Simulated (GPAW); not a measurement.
# Si (Fd-3m) in GPAW: further runs

Runs on Si. Level: PBE. Tasks: band structure.

Program: GPAW 26.7.0. These are calculated values, not measurements. Logs are shortened: lines on timing, memory, paths and dates and some standing lists are left out, and cuts for length are marked. The log counts tension as positive stress, the text compression.

## 1. The structure

It takes space group Fd-3m (No. 227, cubic). The conventional cell has a = 5.444 Å, b = 5.444 Å, c = 5.444 Å, α = 90.00°, β = 90.00°, γ = 90.00°. Si (site symmetry -43m) is surrounded by 4 Si at 2.36 Å.

## 2. Band structure, PBE

The input, run.py:

```python
from ase import Atoms
from ase.dft.bandgap import bandgap
from ase.io import write
from gpaw import GPAW

atoms = Atoms(['Si', 'Si'],
              cell=[[0.0, 2.7218511865, 2.7218511865],
                    [2.7218511865, 0.0, 2.7218511865],
                    [2.7218511865, 2.7218511865, 0.0]],
              scaled_positions=[[0.5, 0.5, 0.5],
                                [0.75, 0.75, 0.75]],
              pbc=True)

calc = GPAW(mode='lcao',
            h=0.18,
            basis='dzp',
            xc='PBE',
            kpts={'size': (8, 8, 8), 'gamma': True},
            occupations={'name': 'fermi-dirac', 'width': 0.05},
            convergence={'density': 1e-05, 'energy': 1e-05},
            maxiter=150,
            txt='gpaw.txt')
atoms.calc = calc
energy = atoms.get_potential_energy()
forces = atoms.get_forces()
calc.write('gs.gpw')
write('result.traj', atoms)
print(f'Energy: {energy:.6f} eV')
print('Forces (eV/A):')
print(forces.round(4))
print('Fermi level:', round(calc.get_fermi_level(), 4), 'eV')
print(f'Gap: {bandgap(calc)[0]:.4f} eV, direct: {bandgap(calc, direct=True)[0]:.4f} eV')

path = atoms.cell.bandpath('GXWKGLUWLK,UX', npoints=60, eps=1e-4)
bs_calc = calc.fixed_density(kpts=path, symmetry='off', txt='bands.txt')
bs = bs_calc.band_structure()
bs.write('bs.json')
print(f'Gap on the path: {bandgap(bs_calc)[0]:.4f} eV')
```

Potentials or basis: GPAW PAW data sets (gpaw-data 1.2.1), lcao:dzp.

Started as:

```bash
OMP_NUM_THREADS=1 python run.py
```

gpaw.txt:

```text
__  _  _
 | _ |_)|_||  |
 |__||  | ||/\| - 26.7.0

Input parameters:
  mode=LCAO(),
  basis={'default': 'dzp'},
  convergence={'density': 1e-05, 'energy': 1e-05},
  h=0.18,
  kpts=MonkhorstPack(size=(8, 8, 8), gamma=True),
  maxiter=150,
  occupations=Occupations(name='fermi-dirac', width=0.05),
  xc=XC(name='PBE')

           Si

       Si

Atoms  # Å, Bohr magnetons
|   | symbol |        x |        y |        z |    initial magnetic moments |
|---|--------|----------|----------|----------|-----------------------------|
| 0 |     Si | 2.721851 | 2.721851 | 2.721851 | ( 0.0000,  0.0000,  0.0000) |
| 1 |     Si | 4.082777 | 4.082777 | 4.082777 | ( 0.0000,  0.0000,  0.0000) |

Unit cell  # Å
| periodic |        x |        y |        z |  lengths |    angles |
|----------|----------|----------|----------|----------|-----------|
|      yes | 0.000000 | 2.721851 | 2.721851 | 3.849279 | 60.000000 |
|      yes | 2.721851 | 0.000000 | 2.721851 | 3.849279 | 60.000000 |
|      yes | 2.721851 | 2.721851 | 0.000000 | 3.849279 | 60.000000 |

Number of symmetries: 24
Symmetry operations  # r_c * U_cc + t_c -> r_c
|    | kind |            matrix            |
|----|------|------------------------------|
|  0 |  E   |  1, 0, 0,  0, 1, 0,  0, 0, 1 |
|  1 |  σ   |  1, 0, 0,  0, 0, 1,  0, 1, 0 |
|  2 |  σ   |  1, 0,-1,  0, 1,-1,  0, 0,-1 |
|  3 |  C3  |  1, 0,-1,  0, 0,-1,  0, 1,-1 |
|  4 |  C3  |  1,-1, 0,  0,-1, 1,  0,-1, 0 |
|  5 |  σ   |  1,-1, 0,  0,-1, 0,  0,-1, 1 |
|  6 |  σ   |  0, 1, 0,  1, 0, 0,  0, 0, 1 |
|  7 |  C3  |  0, 1, 0,  0, 0, 1,  1, 0, 0 |
|  8 |  C2  |  0, 1,-1,  1, 0,-1,  0, 0,-1 |
|  9 |  S4  |  0, 1,-1,  0, 0,-1,  1, 0,-1 |
| 10 |  C3  |  0, 0, 1,  1, 0, 0,  0, 1, 0 |
| 11 |  σ   |  0, 0, 1,  0, 1, 0,  1, 0, 0 |
| 12 |  S4  |  0, 0,-1,  1, 0,-1,  0, 1,-1 |
| 13 |  C3  |  0, 0,-1,  0, 1,-1,  1, 0,-1 |
| 14 |  S4  |  0,-1, 1,  1,-1, 0,  0,-1, 0 |
| 15 |  C2  |  0,-1, 1,  0,-1, 0,  1,-1, 0 |
| 16 |  C3  |  0,-1, 0,  1,-1, 0,  0,-1, 1 |
| 17 |  S4  |  0,-1, 0,  0,-1, 1,  1,-1, 0 |
| 18 |  S4  | -1, 1, 0, -1, 0, 1, -1, 0, 0 |
| 19 |  C3  | -1, 1, 0, -1, 0, 0, -1, 0, 1 |
| 20 |  C3  | -1, 0, 1, -1, 1, 0, -1, 0, 0 |
| 21 |  S4  | -1, 0, 1, -1, 0, 0, -1, 1, 0 |
| 22 |  σ   | -1, 0, 0, -1, 1, 0, -1, 0, 1 |
| 23 |  C2  | -1, 0, 0, -1, 0, 1, -1, 1, 0 |

BZ-sampling:
  Number of BZ points: 512
  Number of IBZ points: 29

  Monkhorst-Pack size: [8, 8, 8]
  Monkhorst-Pack shift: [0.0625, 0.0625, 0.0625]

K-points  # in reciprocal-cell coordinates
|     |                                coordinates |     weight |
|-----|--------------------------------------------|------------|
|   0 | (  0.00000000,   0.00000000,   0.00000000) | 0.00195312 |
|   1 | (  0.12500000,   0.12500000,   0.00000000) | 0.01171875 |
|   2 | (  0.12500000,   0.12500000,   0.12500000) | 0.01562500 |
|   3 | (  0.25000000,   0.12500000,   0.12500000) | 0.02343750 |
|   4 | (  0.25000000,   0.25000000,   0.00000000) | 0.01171875 |
|   5 | (  0.25000000,   0.25000000,   0.12500000) | 0.04687500 |
|   6 | (  0.25000000,   0.25000000,   0.25000000) | 0.01562500 |
|   7 | (  0.37500000,   0.25000000,  -0.37500000) | 0.04687500 |
|   8 | (  0.37500000,   0.25000000,   0.12500000) | 0.04687500 |
|   9 | (  0.37500000,   0.25000000,   0.25000000) | 0.04687500 |
| ... |                                            |            |
|  28 | (  0.50000000,   0.50000000,   0.50000000) | 0.00781250 |

basis functions: 26
Spin-components: 1 (collinear spins)
Bands:           8
Projectors:      10
Spin-degeneracy: 2
Datatype:        <class 'complex'>

Parallelization:
  kpt:    1
  domain: 1
  band:   1

Density:
  Valence electrons: 8.0
  Components: 1
  Grid points: [16 16 16]
  Charge: 0.0  # |e|

Potential:
  Grid points: [16 16 16]

species:
  Si:
    name:    Silicon
    Z:       14.0
    valence: 4
    core:    10
    charge:  0.0  # [|e|]
    compensation charges:
      type: gauss
      rc: 0.33  # [Å]
      lmax: 2
    cutoffs:
      filter: 1.86  # [Å]
      core: 2.06  # [Å]
    projectors
    | kind |    occ | energy [eV] | rcut [Å] |
    |------|--------|-------------|----------|
    |   3s |  2.000 |     -10.812 |    1.058 |
    |   3p |  2.000 |      -4.081 |    1.058 |
    |    s |        |      16.399 |    1.058 |
    |    p |        |      23.130 |    1.058 |
    |    d |        |       0.000 |    1.058 |

    LCAO basis set for Si:
      Name: dzp
      File: <dir>
      Number of radial functions: 5
      Number of spherical harmonics: 13
        l=0, rc=6.8594 Bohr: 3s-sz confined orbital
        l=1, rc=9.0625 Bohr: 3p-sz confined orbital
        l=0, rc=3.8906 Bohr: 3s-dz split-valence wave
        l=1, rc=5.2344 Bohr: 3p-dz split-valence wave
        l=2, rc=9.0625 Bohr: d-type Gaussian polarization
      Number of RI-basis functions 0

Reference energy: -15772.688500  # eV

eigensolver:
  <gpaw.new.lcao.eigensolver.LCAOEigensolver object>
density mixing:
  MSR1-Mixer
  Pratt-step length: 0.05
  Maximum mixing coefficient: 0.75
  Old densities: 10
  SVD Regularization: 0.005
  Good broyden scale: 1.0
  Trust region scale: 1.0
  Backstep threshold: 4.0
  History deletion threshold: 6.0
  Fourier metric: weight=20.0, sigma=0.015

occupation numbers:
  Fermi-Dirac:
    width: 0.0500  # eV

FastPoissonSolver using
    Stencil: 12*3+1=37 point O(h^6) finite-difference Laplacian
    FFT axes: [np.int64(0), np.int64(1), np.int64(2)]
    FST axes: []

xc functional:
  name: PBE with 2 nearest neighbor stencil
interpolation: tri-quintic # 5. degree polynomial

           Si

       Si

Atoms  # Å, Bohr magnetons
|   | symbol |        x |        y |        z |    initial magnetic moments |
|---|--------|----------|----------|----------|-----------------------------|
| 0 |     Si | 2.721851 | 2.721851 | 2.721851 | ( 0.0000,  0.0000,  0.0000) |
| 1 |     Si | 4.082777 | 4.082777 | 4.082777 | ( 0.0000,  0.0000,  0.0000) |

Unit cell  # Å
| periodic |        x |        y |        z |  lengths |    angles |
|----------|----------|----------|----------|----------|-----------|
|      yes | 0.000000 | 2.721851 | 2.721851 | 3.849279 | 60.000000 |
|      yes | 2.721851 | 0.000000 | 2.721851 | 3.849279 | 60.000000 |
|      yes | 2.721851 | 2.721851 | 0.000000 | 3.849279 | 60.000000 |

Number of symmetries: 24
Symmetry operations  # r_c * U_cc + t_c -> r_c
|    | kind |            matrix            |
|----|------|------------------------------|
|  0 |  E   |  1, 0, 0,  0, 1, 0,  0, 0, 1 |
|  1 |  σ   |  1, 0, 0,  0, 0, 1,  0, 1, 0 |
|  2 |  σ   |  1, 0,-1,  0, 1,-1,  0, 0,-1 |
|  3 |  C3  |  1, 0,-1,  0, 0,-1,  0, 1,-1 |
|  4 |  C3  |  1,-1, 0,  0,-1, 1,  0,-1, 0 |
|  5 |  σ   |  1,-1, 0,  0,-1, 0,  0,-1, 1 |
|  6 |  σ   |  0, 1, 0,  1, 0, 0,  0, 0, 1 |
|  7 |  C3  |  0, 1, 0,  0, 0, 1,  1, 0, 0 |
|  8 |  C2  |  0, 1,-1,  1, 0,-1,  0, 0,-1 |
|  9 |  S4  |  0, 1,-1,  0, 0,-1,  1, 0,-1 |
| 10 |  C3  |  0, 0, 1,  1, 0, 0,  0, 1, 0 |
| 11 |  σ   |  0, 0, 1,  0, 1, 0,  1, 0, 0 |
| 12 |  S4  |  0, 0,-1,  1, 0,-1,  0, 1,-1 |
| 13 |  C3  |  0, 0,-1,  0, 1,-1,  1, 0,-1 |
| 14 |  S4  |  0,-1, 1,  1,-1, 0,  0,-1, 0 |
| 15 |  C2  |  0,-1, 1,  0,-1, 0,  1,-1, 0 |
| 16 |  C3  |  0,-1, 0,  1,-1, 0,  0,-1, 1 |
| 17 |  S4  |  0,-1, 0,  0,-1, 1,  1,-1, 0 |
| 18 |  S4  | -1, 1, 0, -1, 0, 1, -1, 0, 0 |
| 19 |  C3  | -1, 1, 0, -1, 0, 0, -1, 0, 1 |
| 20 |  C3  | -1, 0, 1, -1, 1, 0, -1, 0, 0 |
| 21 |  S4  | -1, 0, 1, -1, 0, 0, -1, 1, 0 |
| 22 |  σ   | -1, 0, 0, -1, 1, 0, -1, 0, 1 |
| 23 |  C2  | -1, 0, 0, -1, 0, 1, -1, 1, 0 |

BZ-sampling:
  Number of BZ points: 512
  Number of IBZ points: 29

  Monkhorst-Pack size: [8, 8, 8]
  Monkhorst-Pack shift: [0.0625, 0.0625, 0.0625]

K-points  # in reciprocal-cell coordinates
|     |                                coordinates |     weight |
|-----|--------------------------------------------|------------|
|   0 | (  0.00000000,   0.00000000,   0.00000000) | 0.00195312 |
|   1 | (  0.12500000,   0.12500000,   0.00000000) | 0.01171875 |
|   2 | (  0.12500000,   0.12500000,   0.12500000) | 0.01562500 |
|   3 | (  0.25000000,   0.12500000,   0.12500000) | 0.02343750 |
|   4 | (  0.25000000,   0.25000000,   0.00000000) | 0.01171875 |
|   5 | (  0.25000000,   0.25000000,   0.12500000) | 0.04687500 |
|   6 | (  0.25000000,   0.25000000,   0.25000000) | 0.01562500 |
|   7 | (  0.37500000,   0.25000000,  -0.37500000) | 0.04687500 |
|   8 | (  0.37500000,   0.25000000,   0.12500000) | 0.04687500 |
|   9 | (  0.37500000,   0.25000000,   0.25000000) | 0.04687500 |
| ... |                                            |            |
|  28 | (  0.50000000,   0.50000000,   0.50000000) | 0.00781250 |

basis functions: 26
Spin-components: 1 (collinear spins)
Bands:           8
Projectors:      10
Spin-degeneracy: 2
Datatype:        <class 'complex'>

Parallelization:
  kpt:    1
  domain: 1
  band:   1

Density:
  Valence electrons: 8.0
  Components: 1
  Grid points: [16 16 16]
  Charge: 0.0  # |e|

Potential:
  Grid points: [16 16 16]

species:
  Si:
    name:    Silicon
    Z:       14.0
    valence: 4
    core:    10
    charge:  0.0  # [|e|]
    compensation charges:
      type: gauss
      rc: 0.33  # [Å]
      lmax: 2
    cutoffs:
      filter: 1.86  # [Å]
      core: 2.06  # [Å]
    projectors
    | kind |    occ | energy [eV] | rcut [Å] |
    |------|--------|-------------|----------|
    |   3s |  2.000 |     -10.812 |    1.058 |
    |   3p |  2.000 |      -4.081 |    1.058 |
    |    s |        |      16.399 |    1.058 |
    |    p |        |      23.130 |    1.058 |
    |    d |        |       0.000 |    1.058 |

    LCAO basis set for Si:
      Name: dzp
      File: <dir>
      Number of radial functions: 5
      Number of spherical harmonics: 13
        l=0, rc=6.8594 Bohr: 3s-sz confined orbital
        l=1, rc=9.0625 Bohr: 3p-sz confined orbital
        l=0, rc=3.8906 Bohr: 3s-dz split-valence wave
        l=1, rc=5.2344 Bohr: 3p-dz split-valence wave
        l=2, rc=9.0625 Bohr: d-type Gaussian polarization
      Number of RI-basis functions 0

Reference energy: -15772.688500  # eV

eigensolver:
  <gpaw.new.lcao.eigensolver.LCAOEigensolver object>
density mixing:
  MSR1-Mixer
  Pratt-step length: 0.05
  Maximum mixing coefficient: 0.75
  Old densities: 10
  SVD Regularization: 0.005
  Good broyden scale: 1.0
  Trust region scale: 1.0
  Backstep threshold: 4.0
  History deletion threshold: 6.0
  Fourier metric: weight=20.0, sigma=0.015

occupation numbers:
  Fermi-Dirac:
    width: 0.0500  # eV

FastPoissonSolver using
    Stencil: 12*3+1=37 point O(h^6) finite-difference Laplacian
    FFT axes: [np.int64(0), np.int64(1), np.int64(2)]
    FST axes: []

xc functional:
  name: PBE with 2 nearest neighbor stencil
interpolation: tri-quintic # 5. degree polynomial

convergence criteria:
- Maximum integral of absolute [dens]ity change: 1e-05 electrons / valence electron
- Maximum [total energy] change in last 3 cyles: 1e-05 eV / valence electron
- Maximum integral of absolute [eigenst]ate change: 4e-08 eV^2 / valence electron
maximum number of iterations: 150

SCF iterations
|iter     | |      energy | eigst |  dens |
|---------|-|-------------|-------|-------|
|iter:   1| |  -10.585326 |      c|       |
|iter:   2| |  -10.585062 |      c| -0.87 |
|iter:   3| |  -10.586011 |      c| -0.90 |
|iter:   4| |  -10.588761 |      c| -1.45 |
|iter:   5| |  -10.588753 |      c| -2.51 |
|iter:   6| |  -10.588754c|      c| -3.54 |
|iter:   7| |  -10.588754c|      c| -4.28 |
|iter:   8| |  -10.588754c|      c| -5.48c|

Converged in 8 steps
Energy contributions relative to reference atoms: (reference = -15772.688500)

Energy contributions:
  Kinetic:          13.472153
  Coulomb:         -11.771774
  Zero:             -0.014557
  External:          0.000000
  Xc:              -12.274568
  Entropy:          -0.000015
  Spinorbit:         0.000000
  ----------------------------
  Free energy:     -10.588761
  Extrapolated:    -10.588754

dipole moment: (3.552928, 3.552928, 3.552928)  # |e|*Ang

Fermi level: 5.561
Eigenvalues  # (at kpt = [0.000, 0.000, 0.000])
| band index |      eig [eV] | occ [0-2] |
|------------|---------------|-----------|
|          0 |        -6.695 |     2.000 |
|          1 |         5.235 |     1.997 |
|          2 |         5.236 |     1.997 |
|          3 |         5.236 |     1.997 |
|          4 |         7.881 |     0.000 |
|          5 |         7.881 |     0.000 |
|          6 |         7.881 |     0.000 |
|          7 |         8.510 |     0.000 |

Gap: 0.689 eV
Transition (v -> c):
  (s=0, k=0, n=3, [0.00, 0.00, 0.00]) -> (s=0, k=12, n=4, [0.38, 0.38, 0.00])
Direct/indirect transitions are different
Direct gap: 2.645 eV
Transition at: (s=0, k=0, n=3, [0.00, 0.00, 0.00])

Forces  # eV/Ang
|        x |       y |       z |
|----------|---------|---------|
|  0.00000 | 0.00000 | 0.00000 |  # Si   0
| -0.00000 | 0.00000 | 0.00000 |  # Si   1

# Writing to gs.gpw (mode='')
```

Wall time 42 s (1 thread of Arm Neoverse V2, shared host); peak memory 0.15 GiB.

What came out:

```
Free energy             : -10.5888 eV
Band gap on the k mesh  : 0.69 eV, indirect (least direct gap 2.64 eV)
Band gap along the path : 0.66 eV, indirect (least direct gap 2.64 eV)
```

Levels at the corners of the path, in eV from the valence-band top:
```csv
point,band 1,band 2,band 3,band 4,band 5,band 6,band 7
Γ,-11.93,0.00,0.00,0.00,2.64,2.64,2.64
X,-7.83,-7.83,-2.84,-2.84,0.80,0.80,10.12
W,-7.67,-7.67,-3.83,-3.83,4.49,4.50,5.10
K,-8.24,-7.24,-4.27,-2.42,1.29,4.30,7.62
Γ,-11.93,0.00,0.00,0.00,2.64,2.64,2.64
L,-9.63,-6.96,-1.20,-1.20,1.57,3.61,3.61
U,-8.24,-7.24,-4.27,-2.42,1.29,4.30,7.62
W,-7.67,-7.67,-3.83,-3.83,4.49,4.50,5.10
L,-9.63,-6.96,-1.20,-1.20,1.57,3.61,3.61
K,-8.24,-7.24,-4.27,-2.42,1.29,4.30,7.62
U,-8.24,-7.24,-4.27,-2.42,1.29,4.30,7.62
X,-7.83,-7.83,-2.84,-2.84,0.80,0.80,10.12
```

Caveat: the real-space grid adds noise to forces; the basis of atomic orbitals isn't converged, which shifts pressures, moduli and gaps.

## 3. Band structure, PBE

Edit run.py of step 2 so:

```diff
@@ -15,3 +15,3 @@
             h=0.18,
-            basis='dzp',
+            basis='szp(dzp)',
             xc='PBE',
```

Potentials or basis: GPAW PAW data sets (gpaw-data 1.2.1), lcao:szp(dzp).

Started as:

```bash
OMP_NUM_THREADS=1 python run.py
```

Run time: 32 s. Hardware: 1 thread of Arm Neoverse V2, shared host; peak memory 0.14 GiB.

These settings aren't checked as converged: the numbers below hold their error.

What came out:

* Free energy: -10.2147 eV
* Band gap on the k mesh: 0.98 eV, indirect (least direct gap 2.78 eV)
* Band gap along the path: 0.98 eV, indirect (least direct gap 2.78 eV)

Caveat: the real-space grid adds noise to forces; the basis of atomic orbitals isn't converged, which shifts pressures, moduli and gaps.
